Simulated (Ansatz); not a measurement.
# SiMo3: a frozen normal mode

The task, for SiMo3: freeze in mode 17 at growing amplitude.

Method: DFT PBE, scalar-relativistic, plane waves, PAW, in Ansatz 0.2.0.

1 further run of the same task is left out (set aside as unsound or not needed). Runs told in other sessions of the task aren't counted.

### 1 The system as given

It takes space group Pm-3n (No. 223, cubic). Conventional cell: a = 4.906 Å, b = 4.906 Å, c = 4.906 Å, α = 90.00°, β = 90.00°, γ = 90.00°. Si (site symmetry m-3) has 12 Mo at 2.74 Å in its first shell of neighbours. Mo (site symmetry -4m2) is surrounded by 2 Mo at 2.45 Å and 4 Si at 2.74 Å.

As a file:

```
CELL_PARAMETERS angstrom
4.90645 0.00000 0.00000
0.00000 4.90645 0.00000
0.00000 0.00000 4.90645
ATOMIC_POSITIONS crystal
Si 0.00000 0.00000 0.00000
Si 0.50000 0.50000 0.50000
Mo 0.25000 0.00000 0.50000
Mo 0.50000 0.75000 0.00000
Mo 0.75000 0.00000 0.50000
Mo 0.50000 0.25000 0.00000
Mo 0.00000 0.50000 0.75000
Mo 0.00000 0.50000 0.25000
```

It is the result of an earlier relaxation at this level (volume 14.76 Å³/atom; gap on the mesh: none (metal)).

### 2 The reference cell

Reference values: F = -31010.3190 eV; pressure 0.02 GPa; largest force 0.000 eV/Å; gap on the mesh none (metal). It was computed beforehand with the settings of the runs below.

### 3 Setting up a frozen normal mode

Mode 17 of the phonon run on this cell, counted from the lowest, is frozen in: each atom moves by x times its row below, so x is the largest displacement.

```
atom      ux      uy      uz
 Si1   0.000   0.000   0.000
 Si2   0.000   0.000   0.000
 Mo3  -0.500   0.000   0.000
 Mo4   0.000   0.500   0.000
 Mo5   0.500   0.000   0.000
 Mo6   0.000  -0.500   0.000
 Mo7   0.000   0.000  -1.000
 Mo8   0.000   0.000   1.000
```

### 4 Point x = -0.300 Å

input.yaml reads:

```yaml
crystal:
  lattice:
    - [4.9064535172, 0.0, 0.0]
    - [0.0, 4.9064535172, 0.0]
    - [0.0, 0.0, 4.9064535172]
  atoms:
    - { symbol: Si, position: [0.0, 0.0, 0.0] }
    - { symbol: Si, position: [0.5, 0.5, 0.5] }
    - { symbol: Mo, position: [0.2805719802, 0.0, 0.5] }
    - { symbol: Mo, position: [0.5, 0.7194280198, 0.0] }
    - { symbol: Mo, position: [0.7194280198, 0.0, 0.5] }
    - { symbol: Mo, position: [0.5, 0.2805719802, 0.0] }
    - { symbol: Mo, position: [0.0, 0.5, 0.8111439605] }
    - { symbol: Mo, position: [0.0, 0.5, 0.1888560395] }
basis:
  ecutwfc: 420
kpoints:
  mp_grid: { grid: [8, 8, 8] }
hamiltonian:
  xc: pbe
scf:
  occupations: { method: gaussian, width: 0.15 }
output:
  forces: true
  stress: true
  eigenvalues: true
```

On the command line:

```
> ansatz run input.yaml --threads 2 --pin off --max-ram 5120MiB --backend cpu --events-out ev --progress --plain --runs-dir out
```

Standard output, shortened:

```text
Warning: RAYON_NUM_THREADS=2 ignored (pool sized by the plan → 2); use --threads N
[...]
Pseudopotentials: kind: paw
Pseudopotential: Si, paw, valence charge 4, recommended cutoff 420 eV (normal), Si.paw.azcp
Pseudopotential: Mo, paw, valence charge 14, recommended cutoff 420 eV (normal), Mo.paw.azcp
Functional definition: PBE
[...]
Crystal: 8 atoms, lattice volume = 118.114 Å³
Basis set: ecut = 420 eV, 2325 PW (Γ), exchange–correlation on 72×72×72 points (8 copies of the dense FFT grid, shifted against one another)
Bands: 56, of which v1, the nominal top of the filled ones, is band 46 counted from 1 (45 counted from 0)
Symmetry: 8 space group operations
Space group: Pmmm (ITA 47), of the structure as read, at distance tolerance 4.9e-5 Å
k-points: 125 of 512
[...]
SCF iter   1: F=—  HF=-31005.112983 eV  |F-HF|=—  |Δ(HF+E_count)|=         —  Δρ=1.66e-2  dr2=2.56e-1  ethr=1.77e-3  ⟨swp⟩=5.8  Hψ=25878  notcnv=0
[...]
SCF iter   7: F=-31005.053434 eV  HF=-31005.053434 eV  |F-HF|=3.23e-9  |Δ(HF+E_count)|=   1.77e-8  Δρ=2.09e-6  dr2=6.73e-9  ethr=1.09e-10  ⟨swp⟩=9.4  Hψ=26617  notcnv=0
[...]
SCF converged after 7 iterations
Free energy (F): -31005.053434 eV
[...]
E sigma→0 (E₀):  -31005.031860 eV
Entropy (-TS):   -0.043149 eV (-5.394 meV/atom)
Fermi energy:    19.350506 eV
[...]
--- Forces (eV/Å), atoms counted from 1 ---
  atom   1  Si     0.00000000     0.00000000     0.00000000
  atom   2  Si     0.00000000     0.00000000     0.00000000
  atom   3  Mo    -4.60687631     0.00000000     0.00000000
  atom   4  Mo     0.00000000     5.35300883     0.00000000
  atom   5  Mo     4.60687631     0.00000000     0.00000000
  atom   6  Mo     0.00000000    -5.35300883     0.00000000
  atom   7  Mo     0.00000000     0.00000000   -17.44530578
  atom   8  Mo     0.00000000     0.00000000    17.44530578
[...]
--- Stress (GPa, compression-positive) ---
       23.502057       0.000000       0.000000
        0.000000      16.320397       0.000000
        0.000000       0.000000      35.809006
  P = ⅓ Tr σ = 25.2105 GPa (252.105 kbar)
--- Band table (eV; the first three rows and the last of 125) ---
[...]
```

Run time: 47 s. Hardware: 2 threads of AMD EPYC, shared host; peak memory 0.84 GiB.

### 5 Point x = 0.225 Å

input.yaml reads:

```yaml
crystal:
  lattice:
    - [4.9064535172, 0.0, 0.0]
    - [0.0, 4.9064535172, 0.0]
    - [0.0, 0.0, 4.9064535172]
  atoms:
    - { symbol: Si, position: [0.0, 0.0, 0.0] }
    - { symbol: Si, position: [0.5, 0.5, 0.5] }
    - { symbol: Mo, position: [0.2270710148, 0.0, 0.5] }
    - { symbol: Mo, position: [0.5, 0.7729289852, 0.0] }
    - { symbol: Mo, position: [0.7729289852, 0.0, 0.5] }
    - { symbol: Mo, position: [0.5, 0.2270710148, 0.0] }
    - { symbol: Mo, position: [0.0, 0.5, 0.7041420296] }
    - { symbol: Mo, position: [0.0, 0.5, 0.2958579704] }
basis:
  ecutwfc: 420
kpoints:
  mp_grid: { grid: [8, 8, 8] }
hamiltonian:
  xc: pbe
scf:
  occupations: { method: gaussian, width: 0.15 }
output:
  forces: true
  stress: true
  eigenvalues: true
```

On the command line:

```
> ansatz run input.yaml --threads 2 --pin off --max-ram 5120MiB --backend cpu --events-out ev --progress --plain --runs-dir out
```

Standard output, shortened:

```text
[...]
SCF converged after 6 iterations
Free energy (F): -31007.670847 eV
[...]
E sigma→0 (E₀):  -31007.650829 eV
Entropy (-TS):   -0.040036 eV (-5.004 meV/atom)
Fermi energy:    19.449340 eV
[...]
--- Forces (eV/Å), atoms counted from 1 ---
  atom   1  Si     0.00000000     0.00000000     0.00000000
  atom   2  Si     0.00000000     0.00000000     0.00000000
  atom   3  Mo     3.93456018     0.00000000     0.00000000
  atom   4  Mo     0.00000000    -3.20323835     0.00000000
  atom   5  Mo    -3.93456018     0.00000000     0.00000000
  atom   6  Mo     0.00000000     3.20323835     0.00000000
  atom   7  Mo     0.00000000     0.00000000     9.74473821
  atom   8  Mo     0.00000000     0.00000000    -9.74473821
[...]
--- Stress (GPa, compression-positive) ---
        9.391987       0.000000       0.000000
        0.000000      13.463484       0.000000
        0.000000       0.000000      17.668239
  P = ⅓ Tr σ = 13.5079 GPa (135.079 kbar)
--- Band table (eV; the first three rows and the last of 125) ---
[...]
```

Run time: 40 s. Hardware: 2 threads of AMD EPYC, shared host; peak memory 0.86 GiB.

### 6 Point x = -0.150 Å

input.yaml reads:

```yaml
crystal:
  lattice:
    - [4.9064535172, 0.0, 0.0]
    - [0.0, 4.9064535172, 0.0]
    - [0.0, 0.0, 4.9064535172]
  atoms:
    - { symbol: Si, position: [0.0, 0.0, 0.0] }
    - { symbol: Si, position: [0.5, 0.5, 0.5] }
    - { symbol: Mo, position: [0.2652859901, 0.0, 0.5] }
    - { symbol: Mo, position: [0.5, 0.7347140099, 0.0] }
    - { symbol: Mo, position: [0.7347140099, 0.0, 0.5] }
    - { symbol: Mo, position: [0.5, 0.2652859901, 0.0] }
    - { symbol: Mo, position: [0.0, 0.5, 0.7805719802] }
    - { symbol: Mo, position: [0.0, 0.5, 0.2194280198] }
basis:
  ecutwfc: 420
kpoints:
  mp_grid: { grid: [8, 8, 8] }
hamiltonian:
  xc: pbe
scf:
  occupations: { method: gaussian, width: 0.15 }
output:
  forces: true
  stress: true
  eigenvalues: true
```

On the command line:

```
> ansatz run input.yaml --threads 2 --pin off --max-ram 5120MiB --backend cpu --events-out ev --progress --plain --runs-dir out
```

Standard output, shortened:

```text
Warning: RAYON_NUM_THREADS=2 ignored (pool sized by the plan → 2); use --threads N
[...]
[... 4 set-up lines as earlier in the session ...]
[...]
Crystal: 8 atoms, lattice volume = 118.114 Å³
Basis set: ecut = 420 eV, 2325 PW (Γ), exchange–correlation on 72×72×72 points (8 copies of the dense FFT grid, shifted against one another)
Bands: 56, of which v1, the nominal top of the filled ones, is band 46 counted from 1 (45 counted from 0)
[... 2 set-up lines as earlier in the session ...]
k-points: 125 of 512
[...]
SCF iter   1: F=—  HF=-31009.234352 eV  |F-HF|=—  |Δ(HF+E_count)|=         —  Δρ=6.73e-3  dr2=3.11e-2  ethr=1.77e-3  ⟨swp⟩=5.4  Hψ=23818  notcnv=0
[...]
SCF converged after 6 iterations
Free energy (F): -31009.230628 eV
[...]
E sigma→0 (E₀):  -31009.209440 eV
Entropy (-TS):   -0.042376 eV (-5.297 meV/atom)
Fermi energy:    19.499469 eV
[...]
--- Forces (eV/Å), atoms counted from 1 ---
  atom   1  Si     0.00000000     0.00000000     0.00000000
  atom   2  Si     0.00000000     0.00000000     0.00000000
  atom   3  Mo    -2.06720149     0.00000000     0.00000000
  atom   4  Mo     0.00000000     2.59247786     0.00000000
  atom   5  Mo     2.06720149     0.00000000     0.00000000
  atom   6  Mo     0.00000000    -2.59247786     0.00000000
  atom   7  Mo     0.00000000     0.00000000    -5.48215800
  atom   8  Mo     0.00000000     0.00000000     5.48215800
[...]
--- Stress (GPa, compression-positive) ---
        5.713322       0.000000       0.000000
        0.000000       4.290315       0.000000
        0.000000       0.000000       7.861106
  P = ⅓ Tr σ = 5.9549 GPa (59.549 kbar)
--- Band table (eV; the first three rows and the last of 125) ---
[...]
```

Wall time 41 s (2 threads of AMD EPYC, shared host); peak memory 0.84 GiB.

### 7 x = 0.075 Å

input.yaml reads:

```yaml
crystal:
  lattice:
    - [4.9064535172, 0.0, 0.0]
    - [0.0, 4.9064535172, 0.0]
    - [0.0, 0.0, 4.9064535172]
  atoms:
    - { symbol: Si, position: [0.0, 0.0, 0.0] }
    - { symbol: Si, position: [0.5, 0.5, 0.5] }
    - { symbol: Mo, position: [0.2423570049, 0.0, 0.5] }
    - { symbol: Mo, position: [0.5, 0.7576429951, 0.0] }
    - { symbol: Mo, position: [0.7576429951, 0.0, 0.5] }
    - { symbol: Mo, position: [0.5, 0.2423570049, 0.0] }
    - { symbol: Mo, position: [0.0, 0.5, 0.7347140099] }
    - { symbol: Mo, position: [0.0, 0.5, 0.2652859901] }
basis:
  ecutwfc: 420
kpoints:
  mp_grid: { grid: [8, 8, 8] }
hamiltonian:
  xc: pbe
scf:
  occupations: { method: gaussian, width: 0.15 }
output:
  forces: true
  stress: true
  eigenvalues: true
```

On the command line:

```
> ansatz run input.yaml --threads 2 --pin off --max-ram 5120MiB --backend cpu --events-out ev --progress --plain --runs-dir out
```

Standard output, shortened:

```text
[...]
SCF converged after 6 iterations
Free energy (F): -31010.067866 eV
[...]
E sigma→0 (E₀):  -31010.045826 eV
Entropy (-TS):   -0.044080 eV (-5.510 meV/atom)
Fermi energy:    19.501860 eV
[...]
--- Forces (eV/Å), atoms counted from 1 ---
  atom   1  Si     0.00000000     0.00000000     0.00000000
  atom   2  Si    -0.00000000     0.00000000     0.00000000
  atom   3  Mo     1.18231187     0.00000000     0.00000000
  atom   4  Mo     0.00000000    -1.04222320     0.00000000
  atom   5  Mo    -1.18231187     0.00000000     0.00000000
  atom   6  Mo     0.00000000     1.04222320     0.00000000
  atom   7  Mo     0.00000000     0.00000000     2.38863510
  atom   8  Mo     0.00000000     0.00000000    -2.38863510
[...]
--- Stress (GPa, compression-positive) ---
        1.077904       0.000000       0.000000
        0.000000       1.535397       0.000000
        0.000000       0.000000       1.982952
  P = ⅓ Tr σ = 1.5321 GPa (15.321 kbar)
--- Band table (eV; the first three rows and the last of 125) ---
[...]
```

Run time: 43 s. Hardware: 2 threads of AMD EPYC, shared host; peak memory 0.84 GiB.

### 8 x = 0.263 Å

input.yaml reads:

```yaml
crystal:
  lattice:
    - [4.9064535172, 0.0, 0.0]
    - [0.0, 4.9064535172, 0.0]
    - [0.0, 0.0, 4.9064535172]
  atoms:
    - { symbol: Si, position: [0.0, 0.0, 0.0] }
    - { symbol: Si, position: [0.5, 0.5, 0.5] }
    - { symbol: Mo, position: [0.2232495173, 0.0, 0.5] }
    - { symbol: Mo, position: [0.5, 0.7767504827, 0.0] }
    - { symbol: Mo, position: [0.7767504827, 0.0, 0.5] }
    - { symbol: Mo, position: [0.5, 0.2232495173, 0.0] }
    - { symbol: Mo, position: [0.0, 0.5, 0.6964990346] }
    - { symbol: Mo, position: [0.0, 0.5, 0.3035009654] }
basis:
  ecutwfc: 420
kpoints:
  mp_grid: { grid: [8, 8, 8] }
hamiltonian:
  xc: pbe
scf:
  occupations: { method: gaussian, width: 0.15 }
output:
  forces: true
  stress: true
  eigenvalues: true
```

On the command line:

```
> ansatz run input.yaml --threads 2 --pin off --max-ram 5120MiB --backend cpu --events-out ev --progress --plain --runs-dir out
```

Standard output, shortened:

```text
Warning: RAYON_NUM_THREADS=2 ignored (pool sized by the plan → 2); use --threads N
[...]
[... 4 set-up lines as earlier in the session ...]
[...]
Crystal: 8 atoms, lattice volume = 118.114 Å³
Basis set: ecut = 420 eV, 2325 PW (Γ), exchange–correlation on 72×72×72 points (8 copies of the dense FFT grid, shifted against one another)
Bands: 56, of which v1, the nominal top of the filled ones, is band 46 counted from 1 (45 counted from 0)
[... 2 set-up lines as earlier in the session ...]
k-points: 125 of 512
[...]
SCF iter   1: F=—  HF=-31006.563415 eV  |F-HF|=—  |Δ(HF+E_count)|=         —  Δρ=1.32e-2  dr2=1.46e-1  ethr=1.77e-3  ⟨swp⟩=5.4  Hψ=24566  notcnv=0
[...]
SCF converged after 6 iterations
Free energy (F): -31006.531231 eV
[...]
E sigma→0 (E₀):  -31006.511411 eV
Entropy (-TS):   -0.039640 eV (-4.955 meV/atom)
Fermi energy:    19.403807 eV
[...]
--- Forces (eV/Å), atoms counted from 1 ---
  atom   1  Si     0.00000000     0.00000000     0.00000000
  atom   2  Si    -0.00000000     0.00000000     0.00000000
  atom   3  Mo     4.65068575     0.00000000     0.00000000
  atom   4  Mo     0.00000000    -3.87499594     0.00000000
  atom   5  Mo    -4.65068575     0.00000000     0.00000000
  atom   6  Mo     0.00000000     3.87499594     0.00000000
  atom   7  Mo     0.00000000     0.00000000    12.98192612
  atom   8  Mo     0.00000000     0.00000000   -12.98192612
[...]
--- Stress (GPa, compression-positive) ---
       12.646373       0.000000       0.000000
        0.000000      18.189941       0.000000
        0.000000       0.000000      25.316820
  P = ⅓ Tr σ = 18.7177 GPa (187.177 kbar)
--- Band table (eV; the first three rows and the last of 125) ---
[...]
```

Wall time 48 s (2 threads of AMD EPYC, shared host); peak memory 0.81 GiB.

### 9 At x = 0.188 Å

input.yaml reads:

```yaml
crystal:
  lattice:
    - [4.9064535172, 0.0, 0.0]
    - [0.0, 4.9064535172, 0.0]
    - [0.0, 0.0, 4.9064535172]
  atoms:
    - { symbol: Si, position: [0.0, 0.0, 0.0] }
    - { symbol: Si, position: [0.5, 0.5, 0.5] }
    - { symbol: Mo, position: [0.2308925123, 0.0, 0.5] }
    - { symbol: Mo, position: [0.5, 0.7691074877, 0.0] }
    - { symbol: Mo, position: [0.7691074877, 0.0, 0.5] }
    - { symbol: Mo, position: [0.5, 0.2308925123, 0.0] }
    - { symbol: Mo, position: [0.0, 0.5, 0.7117850247] }
    - { symbol: Mo, position: [0.0, 0.5, 0.2882149753] }
basis:
  ecutwfc: 420
kpoints:
  mp_grid: { grid: [8, 8, 8] }
hamiltonian:
  xc: pbe
scf:
  occupations: { method: gaussian, width: 0.15 }
output:
  forces: true
  stress: true
  eigenvalues: true
```

On the command line:

```
> ansatz run input.yaml --threads 2 --pin off --max-ram 5120MiB --backend cpu --events-out ev --progress --plain --runs-dir out
```

Standard output, shortened:

```text
[...]
SCF converged after 6 iterations
Free energy (F): -31008.552139 eV
[...]
E sigma→0 (E₀):  -31008.529867 eV
Entropy (-TS):   -0.044544 eV (-5.568 meV/atom)
Fermi energy:    19.485559 eV
[...]
--- Forces (eV/Å), atoms counted from 1 ---
  atom   1  Si     0.00000000     0.00000000     0.00000000
  atom   2  Si     0.00000000     0.00000000     0.00000000
  atom   3  Mo     3.26226594     0.00000000     0.00000000
  atom   4  Mo     0.00000000    -2.61323827     0.00000000
  atom   5  Mo    -3.26226594     0.00000000     0.00000000
  atom   6  Mo     0.00000000     2.61323827     0.00000000
  atom   7  Mo     0.00000000     0.00000000     7.38166978
  atom   8  Mo     0.00000000     0.00000000    -7.38166978
[...]
--- Stress (GPa, compression-positive) ---
        6.622369       0.000000       0.000000
        0.000000       9.212774       0.000000
        0.000000       0.000000      12.148557
  P = ⅓ Tr σ = 9.3279 GPa (93.279 kbar)
--- Band table (eV; the first three rows and the last of 125) ---
[...]
```

Run time: 45 s. Hardware: 2 threads of AMD EPYC, shared host; peak memory 0.84 GiB.

### 10 At x = 0.113 Å

input.yaml reads:

```yaml
crystal:
  lattice:
    - [4.9064535172, 0.0, 0.0]
    - [0.0, 4.9064535172, 0.0]
    - [0.0, 0.0, 4.9064535172]
  atoms:
    - { symbol: Si, position: [0.0, 0.0, 0.0] }
    - { symbol: Si, position: [0.5, 0.5, 0.5] }
    - { symbol: Mo, position: [0.2385355074, 0.0, 0.5] }
    - { symbol: Mo, position: [0.5, 0.7614644926, 0.0] }
    - { symbol: Mo, position: [0.7614644926, 0.0, 0.5] }
    - { symbol: Mo, position: [0.5, 0.2385355074, 0.0] }
    - { symbol: Mo, position: [0.0, 0.5, 0.7270710148] }
    - { symbol: Mo, position: [0.0, 0.5, 0.2729289852] }
basis:
  ecutwfc: 420
kpoints:
  mp_grid: { grid: [8, 8, 8] }
hamiltonian:
  xc: pbe
scf:
  occupations: { method: gaussian, width: 0.15 }
output:
  forces: true
  stress: true
  eigenvalues: true
```

On the command line:

```
> ansatz run input.yaml --threads 2 --pin off --max-ram 5120MiB --backend cpu --events-out ev --progress --plain --runs-dir out
```

Standard output, shortened:

```text
[...]
SCF converged after 6 iterations
Free energy (F): -31009.729691 eV
[...]
E sigma→0 (E₀):  -31009.707564 eV
Entropy (-TS):   -0.044255 eV (-5.532 meV/atom)
Fermi energy:    19.500627 eV
[...]
--- Forces (eV/Å), atoms counted from 1 ---
  atom   1  Si     0.00000000     0.00000000     0.00000000
  atom   2  Si     0.00000000     0.00000000     0.00000000
  atom   3  Mo     1.88185781     0.00000000     0.00000000
  atom   4  Mo     0.00000000    -1.54293383     0.00000000
  atom   5  Mo    -1.88185781     0.00000000     0.00000000
  atom   6  Mo     0.00000000     1.54293383     0.00000000
  atom   7  Mo     0.00000000     0.00000000     3.83052391
  atom   8  Mo     0.00000000     0.00000000    -3.83052391
[...]
--- Stress (GPa, compression-positive) ---
        2.450393       0.000000       0.000000
        0.000000       3.203205       0.000000
        0.000000       0.000000       4.451010
  P = ⅓ Tr σ = 3.3682 GPa (33.682 kbar)
--- Band table (eV; the first three rows and the last of 125) ---
[...]
```

Run time: 47 s. Hardware: 2 threads of AMD EPYC, shared host; peak memory 0.84 GiB.

### 11 Point x = 0.037 Å

input.yaml reads:

```yaml
crystal:
  lattice:
    - [4.9064535172, 0.0, 0.0]
    - [0.0, 4.9064535172, 0.0]
    - [0.0, 0.0, 4.9064535172]
  atoms:
    - { symbol: Si, position: [0.0, 0.0, 0.0] }
    - { symbol: Si, position: [0.5, 0.5, 0.5] }
    - { symbol: Mo, position: [0.2461785025, 0.0, 0.5] }
    - { symbol: Mo, position: [0.5, 0.7538214975, 0.0] }
    - { symbol: Mo, position: [0.7538214975, 0.0, 0.5] }
    - { symbol: Mo, position: [0.5, 0.2461785025, 0.0] }
    - { symbol: Mo, position: [0.0, 0.5, 0.7423570049] }
    - { symbol: Mo, position: [0.0, 0.5, 0.2576429951] }
basis:
  ecutwfc: 420
kpoints:
  mp_grid: { grid: [8, 8, 8] }
hamiltonian:
  xc: pbe
scf:
  occupations: { method: gaussian, width: 0.15 }
output:
  forces: true
  stress: true
  eigenvalues: true
```

On the command line:

```
> ansatz run input.yaml --threads 2 --pin off --max-ram 5120MiB --backend cpu --events-out ev --progress --plain --runs-dir out
```

Standard output, shortened:

```text
Warning: RAYON_NUM_THREADS=2 ignored (pool sized by the plan → 2); use --threads N
[...]
[... 4 set-up lines as earlier in the session ...]
[...]
Crystal: 8 atoms, lattice volume = 118.114 Å³
Basis set: ecut = 420 eV, 2325 PW (Γ), exchange–correlation on 72×72×72 points (8 copies of the dense FFT grid, shifted against one another)
Bands: 56, of which v1, the nominal top of the filled ones, is band 46 counted from 1 (45 counted from 0)
[... 2 set-up lines as earlier in the session ...]
k-points: 125 of 512
[...]
SCF iter   1: F=—  HF=-31010.259902 eV  |F-HF|=—  |Δ(HF+E_count)|=         —  Δρ=5.07e-3  dr2=1.74e-2  ethr=1.77e-3  ⟨swp⟩=5.3  Hψ=23539  notcnv=0
[...]
SCF converged after 6 iterations
Free energy (F): -31010.259133 eV
[...]
E sigma→0 (E₀):  -31010.236415 eV
Entropy (-TS):   -0.045437 eV (-5.680 meV/atom)
Fermi energy:    19.504277 eV
[...]
--- Forces (eV/Å), atoms counted from 1 ---
  atom   1  Si     0.00000000     0.00000000     0.00000000
  atom   2  Si    -0.00000000     0.00000000     0.00000000
  atom   3  Mo     0.54450034     0.00000000     0.00000000
  atom   4  Mo     0.00000000    -0.52243017     0.00000000
  atom   5  Mo    -0.54450034     0.00000000     0.00000000
  atom   6  Mo     0.00000000     0.52243017     0.00000000
  atom   7  Mo     0.00000000     0.00000000     1.09976947
  atom   8  Mo     0.00000000     0.00000000    -1.09976947
[...]
--- Stress (GPa, compression-positive) ---
        0.191418       0.000000       0.000000
        0.000000       0.549724       0.000000
        0.000000       0.000000       0.503599
  P = ⅓ Tr σ = 0.4149 GPa (4.149 kbar)
--- Band table (eV; the first three rows and the last of 125) ---
[...]
```

Wall time 65 s (2 threads of AMD EPYC, shared host); peak memory 0.81 GiB.

### 12 Results of the scan

The scan, with free energies counted from the undisturbed cell:

```csv
x (Å),ΔE (meV/cell),force along the mode (eV/Å),pressure (GPa)
-0.300,5265.6,44.851,25.2
-0.150,1088.4,15.624,6.0
0.000,0.0,0.000,0.0
0.037,59.9,-3.267,0.4
0.075,251.2,-7.002,1.5
0.113,589.3,-11.086,3.4
0.188,1766.9,-20.639,9.3
0.225,2648.2,-26.627,13.5
0.263,3787.8,-34.489,18.7
```

Not run, since symmetry makes them alike: 0.300 repeats -0.300, -0.225 repeats 0.225, 0.150 repeats -0.150, -0.075 repeats 0.075. Energy, pressure and gap are the same there.

### 13 What came out

```
                                          quantity     value
                   harmonic wavenumber of the mode  280 cm⁻¹
the same from the force at an amplitude of 0.037 Å  287 cm⁻¹
```

**Reading.** The force at the smallest amplitude gives 287 cm⁻¹ against 280 cm⁻¹ from the phonon run, so the curve is close to a parabola there. The undisturbed cell stays the lowest of the sampled points. Where forces pass 15 eV/Å atoms stand far too close, the PAW spheres overlap strongly and those numbers are rough.
